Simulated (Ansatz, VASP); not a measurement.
# Zr in VASP and in Ansatz

```
CELL_PARAMETERS angstrom
-1.75126 1.75126 1.75126
1.75126 -1.75126 1.75126
1.75126 1.75126 -1.75126
ATOMIC_POSITIONS crystal
Zr 0.00000 0.00000 0.00000
```

Alike in both runs: task single point; functional revPBE; k mesh 14 × 14 × 14; occupations fermi-dirac, width 0.1 eV; no spin polarisation.

|  | VASP | Ansatz |
| --- | --- | --- |
| version | VASP 6.6.1 | Ansatz 0.2.0 |
| potentials or method | VASP PAW PBE potentials, release 64 (Zr_sv) | plane waves (420 eV) with PAW, scalar-relativistic |
| plane-wave cutoff (eV) | 520 | 420 |
| valence electrons in the cell | 12 | 12 |

|  | VASP | Ansatz | Ansatz less VASP |
| --- | --- | --- | --- |
| pressure (GPa) | 7.9 | 7.8 | -0.03 |

Caveats: the PAW data sets were made with another functional, which shifts forces and pressure a little (VASP).
